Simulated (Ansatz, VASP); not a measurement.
# MoS2: VASP beside Ansatz

The input INCAR:

```
  PREC = Accurate
  ENCUT = 520
  EDIFF = 1E-7
  ISMEAR = -1
  SIGMA = 0.05
  LREAL = False
  LASPH = True
  NELM = 100
  ALGO = Normal
  ISIF = 2
  LWAVE = False
  LCHARG = True
  GGA = RP
  LELF = True
  LVHAR = True
  NBANDS = 35
```

KPOINTS

```
Automatic mesh
0
Gamma
  10 10 3
```

POSCAR

```
MoS2
1.0
    3.1690000000      0.0000000000      0.0000000000
   -1.5845000000      2.7444345046      0.0000000000
    0.0000000000      0.0000000000     12.3240000000
Mo S
2 4
Direct
    0.6666666667      0.3333333333      0.7500000000
    0.3333333333      0.6666666667      0.2500000000
    0.6666666667      0.3333333333      0.3770000000
    0.3333333333      0.6666666667      0.8770000000
    0.6666666667      0.3333333333      0.1230000000
    0.3333333333      0.6666666667      0.6230000000
```

File input.yaml:

```yaml
crystal:
  lattice:
    - [3.169, 0.0, 0.0]
    - [-1.5845, 2.7444345046, 0.0]
    - [0.0, 0.0, 12.324]
  atoms:
    - { symbol: Mo, position: [0.6666666667, 0.3333333333, 0.75] }
    - { symbol: Mo, position: [0.3333333333, 0.6666666667, 0.25] }
    - { symbol: S, position: [0.6666666667, 0.3333333333, 0.377] }
    - { symbol: S, position: [0.3333333333, 0.6666666667, 0.877] }
    - { symbol: S, position: [0.6666666667, 0.3333333333, 0.123] }
    - { symbol: S, position: [0.3333333333, 0.6666666667, 0.623] }
hamiltonian:
  xc: rpbe
  pseudopotentials: { kind: paw }
kpoints:
  mp_grid: { grid: [10, 10, 3] }
  band_path:
    path:
      - [[0.0, 0.0, 0.0], [0.5, 0.0, 0.0], [0.3333333333, 0.3333333333, 0.0], [0.0, 0.0, 0.0], [0.0, 0.0, 0.5], [0.5, 0.0, 0.5], [0.3333333333, 0.3333333333, 0.5], [0.0, 0.0, 0.5]]
      - [[0.5, 0.0, 0.5], [0.5, 0.0, 0.0]]
      - [[0.3333333333, 0.3333333333, 0.0], [0.3333333333, 0.3333333333, 0.5]]
    npoints: 14
scf:
  occupations: { method: fermi_dirac, width: 0.05 }
  n_extra_bands: 15
output:
  forces: true
  stress: true
  eigenvalues: true
  fatbands: false
```

Alike in both runs: functional RPBE; k mesh 10 × 10 × 3; occupations fermi-dirac, width 0.05 eV; no spin polarisation.

|  | VASP | Ansatz |
| --- | --- | --- |
| version | VASP 6.6.1 | Ansatz 0.2.0 |
| potentials or method | VASP PAW PBE potentials, release 64 (Mo_sv, S) | Ansatz PAW |
| plane-wave cutoff (eV) | 520 | 420 |
| valence electrons in the cell | 52 | 52 |
| task | single point | band structure |

Ansatz gave:

- gap on the k mesh at the Fermi level (eV): 0.97
- least direct gap on the mesh (eV): 1.87
- pressure (GPa): 4.7
- largest component of the traceless stress (GPa): 0.35
- rms of the force components (eV/Å): 0.000

**Question.** Estimate VASP's values.

**Answer.** gap on the k mesh at the Fermi level (eV): 0.99; least direct gap on the mesh (eV): 1.87; pressure (GPa): 4.5; largest component of the traceless stress (GPa): 0.30; rms of the force components (eV/Å): 0.011.

Atom by atom the forces differ by 0.011 eV/Å (rms over components). The functional is the same, so the differences come from potentials, cutoffs and numerics.

Caveats: this functional lacks dispersion, which binds the layers, so the pressure and a relaxed spacing across them are unreliable; the PAW data sets were made with another functional, which shifts forces and pressure a little (VASP); an odd mesh through Γ misses points on the zone boundary, where band edges often lie (VASP); the PAW data sets come from PBE, with cores solved anew for the run's functional, which leaves a small shift of forces and pressure (Ansatz).
